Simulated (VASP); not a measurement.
# Al (Fm-3m) in VASP: notebook

One crystal, Al, is run at these levels: PBE, LDA, rev-vdW-DF2; tasks: band structure.

Program: VASP 6.6.1. These are calculated values, not measurements. Logs are shortened: lines on timing, memory, paths and dates and some standing lists are left out, and cuts for length are marked.

## Step 1: The crystal as given

Symmetry: Fm-3m, No. 225, cubic system. Conventional cell: a = 4.039 Å, b = 4.039 Å, c = 4.039 Å, α = 90.00°, β = 90.00°, γ = 90.00°. Around Al (site symmetry m-3m) lie 12 Al at 2.86 Å.

## Step 2: Band structure, PBE

Input file INCAR:

```
ALGO     = Fast           # electronic algorithm
EDIFF    = 1E-6           # SCF threshold, eV
ENCUT    = 520            # plane-wave cutoff, eV
GGA      = PE             # functional
ICORELEVEL= 1            
ISIF     = 2              # what is computed and relaxed
ISMEAR   = 1              # smearing method
LASPH    = T              # aspherical terms in the spheres
LCHARG   = F              # write CHGCAR
LREAL    = F              # projectors in reciprocal space
LWAVE    = F              # write WAVECAR
NBANDS   = 8              # bands
NELM     = 80             # most SCF steps
PREC     = Accurate       # precision mode
SIGMA    = 0.1            # smearing width, eV
```

Input file KPOINTS:

```
k-points
0
Gamma
  16 16 16
```

Input file POSCAR:

```
Al                                      
1.0
    0.0000000000      2.0196414341      2.0196414341
    2.0196414341      0.0000000000      2.0196414341
    2.0196414341      2.0196414341      0.0000000000
  Al            
     1
Direct
     0.0000000000000000    0.0000000000000000    0.0000000000000000
```

Input file KPOINTS_OPT:

```
explicit points
206
Reciprocal
 0.0000000000  0.0000000000  0.0000000000 1
 0.0263157895  0.0000000000  0.0263157895 1
 0.0526315789  0.0000000000  0.0526315789 1
 0.0789473684  0.0000000000  0.0789473684 1
 0.1052631579  0.0000000000  0.1052631579 1
 0.1315789474  0.0000000000  0.1315789474 1
[... 198 lines left out ...]
 0.5000000000  0.2500000000  0.7500000000 1
 0.5000000000  0.0000000000  0.5000000000 1
```

Potentials or basis: VASP PAW PBE potentials, release 64 (Al).

Launch:

```
$ cat potpaw_PBE.64/Al/POTCAR > POTCAR
$ mpirun -np 1 vasp_std > vasp.out
```

OUTCAR:

```text
EDIFF = 1E-6
   ENCUT = 520
   GGA = PE
   ISIF = 2
   ISMEAR = 1
   LASPH = T
   LREAL = F
   NELM = 80
   PREC = Accurate

 ion  position               nearest neighbor table
   1  0.000  0.000  0.000-

  LATTYP: Found a face centered cubic cell.
 ALAT       =     4.0392828682

  Lattice vectors:

 A1 = (   0.0000000000,   2.0196414341,   2.0196414341)
 A2 = (   2.0196414341,   0.0000000000,   2.0196414341)
 A3 = (   2.0196414341,   2.0196414341,   0.0000000000)

Analysis of symmetry for initial positions (statically):
=====================================================================
 Subroutine PRICEL returns:
 Original cell was already a primitive cell.

 Routine SETGRP: Setting up the symmetry group for a
 face centered cubic supercell.

 Subroutine GETGRP returns: Found 48 space group operations
 (whereof 48 operations were pure point group operations)
 out of a pool of 48 trial point group operations.

The static configuration has the point symmetry O_h .

Analysis of symmetry for dynamics (positions and initial velocities):
=====================================================================
 Subroutine PRICEL returns:
 Original cell was already a primitive cell.

 Routine SETGRP: Setting up the symmetry group for a
 face centered cubic supercell.

 Subroutine GETGRP returns: Found 48 space group operations
 (whereof 48 operations were pure point group operations)
 out of a pool of 48 trial point group operations.

The dynamic configuration has the point symmetry O_h .

 Subroutine INISYM returns: Found 48 space group operations
 (whereof 48 operations are pure point group operations),
 and found     1 'primitive' translations

----------------------------------------------------------------------------------------

                                     Primitive cell

  volume of cell :      16.4760

  direct lattice vectors                    reciprocal lattice vectors
     0.000000000  2.019641434  2.019641434    -0.247568698  0.247568698  0.247568698
     2.019641434  0.000000000  2.019641434     0.247568698 -0.247568698  0.247568698
     2.019641434  2.019641434  0.000000000     0.247568698  0.247568698 -0.247568698

  length of vectors
     2.856204307  2.856204307  2.856204307     0.428801563  0.428801563  0.428801563

  position of ions in fractional coordinates (direct lattice)
     0.000000000  0.000000000  0.000000000

  ion indices of the primitive-cell ions
   primitive index   ion index
                 1           1
[... 73 lines left out ...]
   LREAL  =      F    real-space projection
   EDIFFG = 0.1E-04   stopping-criterion for IOM
   NSW    =      0    number of steps for IOM
   IBRION =     -1    ionic relax: 0-MD 1-quasi-New 2-CG
   NFREE  =      0    steps in history (QN), initial steepest desc. (CG)
   ISIF   =      2    stress and relaxation
   ISYM   =      2    0-nonsym 1-usesym 2-fastsym
   POTIM  = 0.5000    time-step for ionic-motion
   TEBEG  =    0.0;   TEEND  =   0.0 temperature during run
   PSTRESS=    0.0 pullay stress
   NELECT =       3.0000    total number of electrons
   NUPDOWN=      -1.0000    fix difference up-down
   EMIN   =  10.00;   EMAX   =-10.00  energy-range for DOS
   EFERMI =   0.00;   METHOD = LEGACY
   ISMEAR =     1;   SIGMA  =   0.10  broadening in eV -4-tet -1-fermi 0-gaus
   EFERMI_NEDOS =   21; number of points for ismear=-14 and -15
   IALGO  =     68    algorithm
   IMIX   =      4    mixing-type and parameters
     AMIX     =   0.40;   BMIX     =  1.00
     AMIX_MAG =   1.60;   BMIX_MAG =  1.00
  volume/ion in A,a.u.               =      16.48       111.19
  Fermi-wavevector in a.u.,A,eV,Ry     =   0.927892  1.753462 11.714404  0.860984
  Thomas-Fermi vector in A             =   2.054011
   LORBIT       =      0    0 simple, 1 ext, 2 COOP (PROOUT), +10 PAW based schemes
   GGA     = PE    functional components
   LHFCALC =     F    Hartree Fock is set to
   AEXX    =    0.0000 exact exchange contribution
   IVDW    =     0    specifies the selected vdW correction
   LEPSILON=     F    determine dielectric tensor
   LRPA    =     F    only Hartree local field effects (RPA)
 non-spin polarized calculation
 RMM-DIIS sequential band-by-band and
 Methfessel and Paxton  Order N= 1 SIGMA  =   0.10
  energy-cutoff  :      520.00
  volume of cell :       16.48
 maximum number of plane-waves:       459
 NGX is ok and might be reduce to    24
   NGX = 11   NGY = 11   NGZ = 11

 number of electron       3.0000000 magnetization

 Free energy of the ion-electron system (eV)
  ---------------------------------------------------
  ext. energy  EPLUGINS =         0.00000000
  ---------------------------------------------------
  free energy    TOTEN  =        -3.75155929 eV

  energy without entropy =       -3.75190394  energy(sigma->0) =       -3.75167417

 the core state eigenenergies are
   1-  1s  -1498.1833  2s    -95.4097  2p    -56.8691

 E-fermi :   8.0568     XC(G=0): -10.2019

 val. band max:        8.0183385723   @ k =  -0.2500   0.3125   0.1250
 cond. band min:       8.1336844403   @ k =   0.4375   0.4375   0.0000
 fundamental gap:      0.1153458680
 Fermi energy:         8.0568259126

 k-point     1 :       0.0000    0.0000    0.0000
  band No.  band energies     occupation
      1      -3.1292      2.00000
      2      20.6424      0.00000
      3      20.6424      0.00000
      4      20.6424      0.00000
      5      22.1454      0.00000
      6      22.1454      0.00000
      7      22.1454      0.00000
      8      24.4914      0.00000
[... 276 lines left out ...]
 k-point    27 :       0.2500    0.1250    0.0000
  band No.  band energies     occupation
      1      -1.5782      2.00000
      2      13.3208      0.00000

------------------------ aborting loop because EDIFF is reached ----------------------------------------

  FORCE on cell =-STRESS in cart. coord.  units (eV):
  Direction    XX          YY          ZZ          XY          YZ          ZX
  --------------------------------------------------------------------------------------
  -------------------------------------------------------------------------------------
  Total       -0.0004302     -0.0004302     -0.0004302      0.0000000     -0.0000000      0.0000000
  in kB       -0.0418311     -0.0418311     -0.0418311      0.0000000     -0.0000000      0.0000000
  external PRESSURE =      -0.0418311 kB  Pullay stress =       0.0000000 kB

 VOLUME and BASIS-vectors are now :
 -----------------------------------------------------------------------------
  energy-cutoff  :      520.00
  volume of cell :       16.48
      direct lattice vectors                 reciprocal lattice vectors
     0.000000000  2.019641434  2.019641434    -0.247568698  0.247568698  0.247568698
     2.019641434  0.000000000  2.019641434     0.247568698 -0.247568698  0.247568698
     2.019641434  2.019641434  0.000000000     0.247568698  0.247568698 -0.247568698

 POSITION                                       TOTAL-FORCE (eV/Angst)
 -----------------------------------------------------------------------------------
      0.00000      0.00000      0.00000         0.000000     -0.000000     -0.000000
 -----------------------------------------------------------------------------------
    total drift:                               -0.000000     -0.000000      0.000000

  FREE ENERGIE OF THE ION-ELECTRON SYSTEM (eV)
  ---------------------------------------------------
  free  energy   TOTEN  =        -3.7515592906 eV

  energy  without entropy=       -3.7519039379  energy(sigma->0) =       -3.75167417
```

Run time: 8.6 s. Hardware: 1 thread of Intel Xeon 6975P-C (Granite Rapids), shared host; peak memory 0.15 GiB.

Results:

* Free energy: -3.7516 eV
* Pressure: 0.0 GPa
* Band gap along the path: none (metal or under the smearing width)

Levels at the corners of the path, in eV from the Fermi level:
```tsv
point	band 1	band 2	band 3	band 4	band 5
Γ	-11.19	12.59	12.59	12.59	14.09
X	-2.97	-1.64	5.22	5.56	5.56
X	-2.97	-1.64	5.22	5.56	5.56
W	-0.89	-0.89	0.13	1.07	15.80
W	-0.89	-0.89	0.13	1.07	15.80
K	-1.93	-1.40	-0.44	6.53	8.17
K	-1.93	-1.40	-0.44	6.53	8.17
Γ	-11.19	12.59	12.59	12.59	14.09
Γ	-11.19	12.59	12.59	12.59	14.09
L	-4.64	-4.42	11.38	11.38	11.43
L	-4.64	-4.42	11.38	11.38	11.43
U	-1.93	-1.40	-0.44	6.53	8.17
U	-1.93	-1.40	-0.44	6.53	8.17
W	-0.89	-0.89	0.13	1.07	15.80
W	-0.89	-0.89	0.13	1.07	15.80
L	-4.64	-4.42	11.38	11.38	11.43
L	-4.64	-4.42	11.38	11.38	11.43
K	-1.93	-1.40	-0.44	6.53	8.17
U	-1.93	-1.40	-0.44	6.53	8.17
X	-2.97	-1.64	5.22	5.56	5.56
```

Core levels (eV, on the scale of the bands):
| atom | levels |
| --- | --- |
| 1 Al | 1s -1498.2, 2s -95.4, 2p -56.9 |

## Step 3: Band structure, LDA

This run uses another cell than the first one, of 15.81 Å³/atom, 0.960 times its volume.

Input file INCAR:

```
SYSTEM = Al
PREC = Accurate
ENCUT = 520
EDIFF = 1E-7
ISMEAR = 1
SIGMA = 0.1
LREAL = .FALSE.
LASPH = .TRUE.
NELM = 80
ALGO = Normal
ISIF = 2
LWAVE = .FALSE.
LCHARG = .FALSE.
GGA = CA
NBANDS = 8
ICORELEVEL = 1
```

Input file KPOINTS:

```
Automatic mesh
0
G
  16 16 16
  0 0 0
```

Input file POSCAR:

```
Al                                      
1.0
    0.0000000000      1.9922394739      1.9922394739
    1.9922394739      0.0000000000      1.9922394739
    1.9922394739      1.9922394739      0.0000000000
  Al            
     1
Direct
     0.0000000000000000    0.0000000000000000    0.0000000000000000
```

KPOINTS_OPT is that of step 2.

Potentials or basis: VASP PAW LDA potentials, release 64 (Al).

Launch:

```
$ cat potpaw_LDA.64/Al/POTCAR > POTCAR
$ mpirun -np 1 vasp_std > vasp.out
```

Run time: 13 s. Hardware: 1 thread of Intel Xeon Platinum 8488C (Sapphire Rapids), shared host; peak memory 0.14 GiB.

The run converged. Its results:

```yaml
Free_energy: -4.1974 eV
Pressure: 0.0 GPa
Band_gap_along_the_path: none (metal or under the smearing width)
```

Levels at the corners of the path, in eV from the Fermi level:
```csv
point,band 1,band 2,band 3,band 4,band 5,band 6
Γ,-11.43,12.77,12.77,12.77,14.42,14.42
X,-3.03,-1.65,5.27,5.70,5.70,9.33
X,-3.03,-1.65,5.27,5.70,5.70,9.33
W,-0.91,-0.91,0.10,1.21,16.10,16.10
W,-0.91,-0.91,0.10,1.21,16.10,16.10
K,-1.97,-1.44,-0.39,6.69,8.37,15.99
K,-1.97,-1.44,-0.39,6.69,8.37,15.99
Γ,-11.43,12.77,12.77,12.77,14.42,14.42
Γ,-11.43,12.77,12.77,12.77,14.42,14.42
L,-4.75,-4.48,11.60,11.60,11.66,11.66
L,-4.75,-4.48,11.60,11.60,11.66,11.66
U,-1.97,-1.44,-0.39,6.69,8.37,15.99
U,-1.97,-1.44,-0.39,6.69,8.37,15.99
W,-0.91,-0.91,0.10,1.21,16.10,16.10
W,-0.91,-0.91,0.10,1.21,16.10,16.10
L,-4.75,-4.48,11.60,11.60,11.66,11.66
L,-4.75,-4.48,11.60,11.60,11.66,11.66
K,-1.97,-1.44,-0.39,6.69,8.37,15.99
U,-1.97,-1.44,-0.39,6.69,8.37,15.99
X,-3.03,-1.65,5.27,5.70,5.70,9.33
```

Core levels (eV, on the scale of the bands):
```
atom                          levels
1 Al  1s -1488.7, 2s -94.1, 2p -56.4
```

## Step 4: Band structure, rev-vdW-DF2

Input file INCAR:

```
PREC = Accurate ; ENCUT = 520
EDIFF = 1E-7 ; ISMEAR = 1
SIGMA = 0.1 ; LREAL = F
LASPH = T ; NELM = 80
ALGO = Normal ; ISIF = 2
LWAVE = F ; LCHARG = F
GGA = MK ; LUSE_VDW = T
AGGAC = 0.0 ; PARAM1 = 0.1234
PARAM2 = 0.711357 ; ZAB_VDW = -1.8867
NBANDS = 8 ; ICORELEVEL = 1
```

Input file KPOINTS:

```
Automatic mesh
0
Gamma
  16 16 16
```

Input file POSCAR:

```
Al                                      
1.0
    0.0000000000      2.0183808402      2.0183808402
    2.0183808402      0.0000000000      2.0183808402
    2.0183808402      2.0183808402      0.0000000000
  Al            
     1
Direct
     1.0000000000000000    1.0000000000000000    0.0000000000000000
```

Input file KPOINTS_OPT:

```
explicit points
106
Reciprocal
 0.0000000000  0.0000000000  0.0000000000 1
 0.0555555556  0.0000000000  0.0555555556 1
 0.1111111111  0.0000000000  0.1111111111 1
 0.1666666667  0.0000000000  0.1666666667 1
 0.2222222222  0.0000000000  0.2222222222 1
 0.2777777778  0.0000000000  0.2777777778 1
 0.3333333333  0.0000000000  0.3333333333 1
 0.3888888889  0.0000000000  0.3888888889 1
 0.4444444444  0.0000000000  0.4444444444 1
 0.5000000000  0.0000000000  0.5000000000 1
 0.5000000000  0.0000000000  0.5000000000 1
 0.5000000000  0.0277777778  0.5277777778 1
 0.5000000000  0.0555555556  0.5555555556 1
 0.5000000000  0.0833333333  0.5833333333 1
 0.5000000000  0.1111111111  0.6111111111 1
 0.5000000000  0.1388888889  0.6388888889 1
 0.5000000000  0.1666666667  0.6666666667 1
 0.5000000000  0.1944444444  0.6944444444 1
 0.5000000000  0.2222222222  0.7222222222 1
 0.5000000000  0.2500000000  0.7500000000 1
 0.5000000000  0.2500000000  0.7500000000 1
 0.4861111111  0.2638888889  0.7500000000 1
 0.4722222222  0.2777777778  0.7500000000 1
 0.4583333333  0.2916666667  0.7500000000 1
 0.4444444444  0.3055555556  0.7500000000 1
 0.4305555556  0.3194444444  0.7500000000 1
 0.4166666667  0.3333333333  0.7500000000 1
 0.4027777778  0.3472222222  0.7500000000 1
 0.3888888889  0.3611111111  0.7500000000 1
 0.3750000000  0.3750000000  0.7500000000 1
 0.3750000000  0.3750000000  0.7500000000 1
 0.3333333333  0.3333333333  0.6666666667 1
 0.2916666667  0.2916666667  0.5833333333 1
 0.2500000000  0.2500000000  0.5000000000 1
 0.2083333333  0.2083333333  0.4166666667 1
 0.1666666667  0.1666666667  0.3333333333 1
 0.1250000000  0.1250000000  0.2500000000 1
 0.0833333333  0.0833333333  0.1666666667 1
 0.0416666667  0.0416666667  0.0833333333 1
 0.0000000000  0.0000000000  0.0000000000 1
 0.0000000000  0.0000000000  0.0000000000 1
 0.0555555556  0.0555555556  0.0555555556 1
 0.1111111111  0.1111111111  0.1111111111 1
 0.1666666667  0.1666666667  0.1666666667 1
 0.2222222222  0.2222222222  0.2222222222 1
 0.2777777778  0.2777777778  0.2777777778 1
 0.3333333333  0.3333333333  0.3333333333 1
 0.3888888889  0.3888888889  0.3888888889 1
 0.4444444444  0.4444444444  0.4444444444 1
 0.5000000000  0.5000000000  0.5000000000 1
 0.5000000000  0.5000000000  0.5000000000 1
 0.5138888889  0.4722222222  0.5138888889 1
 0.5277777778  0.4444444444  0.5277777778 1
 0.5416666667  0.4166666667  0.5416666667 1
 0.5555555556  0.3888888889  0.5555555556 1
 0.5694444444  0.3611111111  0.5694444444 1
 0.5833333333  0.3333333333  0.5833333333 1
 0.5972222222  0.3055555556  0.5972222222 1
 0.6111111111  0.2777777778  0.6111111111 1
 0.6250000000  0.2500000000  0.6250000000 1
 0.6250000000  0.2500000000  0.6250000000 1
 0.6111111111  0.2500000000  0.6388888889 1
 0.5972222222  0.2500000000  0.6527777778 1
 0.5833333333  0.2500000000  0.6666666667 1
 0.5694444444  0.2500000000  0.6805555556 1
 0.5555555556  0.2500000000  0.6944444444 1
 0.5416666667  0.2500000000  0.7083333333 1
 0.5277777778  0.2500000000  0.7222222222 1
 0.5138888889  0.2500000000  0.7361111111 1
 0.5000000000  0.2500000000  0.7500000000 1
 0.5000000000  0.2500000000  0.7500000000 1
 0.5000000000  0.2777777778  0.7222222222 1
 0.5000000000  0.3055555556  0.6944444444 1
 0.5000000000  0.3333333333  0.6666666667 1
 0.5000000000  0.3611111111  0.6388888889 1
 0.5000000000  0.3888888889  0.6111111111 1
 0.5000000000  0.4166666667  0.5833333333 1
 0.5000000000  0.4444444444  0.5555555556 1
 0.5000000000  0.4722222222  0.5277777778 1
 0.5000000000  0.5000000000  0.5000000000 1
 0.5000000000  0.5000000000  0.5000000000 1
 0.4861111111  0.4861111111  0.5277777778 1
 0.4722222222  0.4722222222  0.5555555556 1
 0.4583333333  0.4583333333  0.5833333333 1
 0.4444444444  0.4444444444  0.6111111111 1
 0.4305555556  0.4305555556  0.6388888889 1
 0.4166666667  0.4166666667  0.6666666667 1
 0.4027777778  0.4027777778  0.6944444444 1
 0.3888888889  0.3888888889  0.7222222222 1
 0.3750000000  0.3750000000  0.7500000000 1
 0.6250000000  0.2500000000  0.6250000000 1
 0.6111111111  0.2222222222  0.6111111111 1
 0.5972222222  0.1944444444  0.5972222222 1
 0.5833333333  0.1666666667  0.5833333333 1
 0.5694444444  0.1388888889  0.5694444444 1
 0.5555555556  0.1111111111  0.5555555556 1
 0.5416666667  0.0833333333  0.5416666667 1
 0.5277777778  0.0555555556  0.5277777778 1
 0.5138888889  0.0277777778  0.5138888889 1
 0.5000000000  0.0000000000  0.5000000000 1
 0.0000000000  0.0000000000  0.0000000000 1
 0.3750000000  0.3750000000  0.7500000000 1
 0.5000000000  0.5000000000  0.5000000000 1
 0.6250000000  0.2500000000  0.6250000000 1
 0.5000000000  0.2500000000  0.7500000000 1
 0.5000000000  0.0000000000  0.5000000000 1
```

Potentials or basis: VASP PAW PBE potentials, release 64 (Al).

Launch:

```
$ cat potpaw_PBE.64/Al/POTCAR > POTCAR
$ mpirun -np 1 vasp_std > vasp.out
```

It took 17 s on 1 thread of Intel Xeon 6975P-C (Granite Rapids), shared host; peak memory 0.26 GiB.

The run converged. Its results:

| Quantity | Value |
| --- | --- |
| Free energy | -2.6379 eV |
| Pressure | 0.0 GPa |
| Band gap along the path | none (metal or under the smearing width) |

Levels at the corners of the path, in eV from the Fermi level:
```
point  band 1  band 2  band 3  band 4  band 5  band 6
    Γ  -11.18   12.58   12.58   12.58   14.05   14.05
    X   -2.97   -1.62    5.23    5.55    5.55    9.07
    X   -2.97   -1.62    5.23    5.55    5.55    9.07
    W   -0.89   -0.89    0.18    1.05   15.80   15.80
    W   -0.89   -0.89    0.18    1.05   15.80   15.80
    K   -1.93   -1.39   -0.43    6.52    8.19   15.66
    K   -1.93   -1.39   -0.43    6.52    8.19   15.66
    Γ  -11.18   12.58   12.58   12.58   14.05   14.05
    Γ  -11.18   12.58   12.58   12.58   14.05   14.05
    L   -4.62   -4.43   11.34   11.34   11.45   11.45
    L   -4.62   -4.43   11.34   11.34   11.45   11.45
    U   -1.93   -1.39   -0.43    6.52    8.19   15.66
    U   -1.93   -1.39   -0.43    6.52    8.19   15.66
    W   -0.89   -0.89    0.18    1.05   15.80   15.80
    W   -0.89   -0.89    0.18    1.05   15.80   15.80
    L   -4.62   -4.43   11.34   11.34   11.45   11.45
    L   -4.62   -4.43   11.34   11.34   11.45   11.45
    K   -1.93   -1.39   -0.43    6.52    8.19   15.66
    U   -1.93   -1.39   -0.43    6.52    8.19   15.66
    X   -2.97   -1.62    5.23    5.55    5.55    9.07
```

Core levels (eV, on the scale of the bands):
```
atom                          levels
1 Al  1s -1497.8, 2s -95.1, 2p -56.5
```

Caveat: the PAW data sets were made with another functional, which shifts forces and pressure a little.

## Step 5: Summary

| level | potentials or basis | cell | pressure (GPa) |
| --- | --- | --- | --- |
| PBE | VASP PAW PBE potentials, release 64 (Al) | Fm-3m, 16.48 Å³/atom | 0.0 |
| LDA | VASP PAW LDA potentials, release 64 (Al) | Fm-3m, 15.81 Å³/atom | 0.0 |
| rev-vdW-DF2 | VASP PAW PBE potentials, release 64 (Al) | Fm-3m, 16.45 Å³/atom | 0.0 |

Alike in all rows: task band structure; no spin polarisation; k mesh 16 × 16 × 16; cutoff (eV) 520; smearing methfessel-paxton 0.1 eV.

Caveats: the PAW data sets were made with another functional, which shifts forces and pressure a little (some runs).

Absolute energies hang on the potentials; compare differences alone.
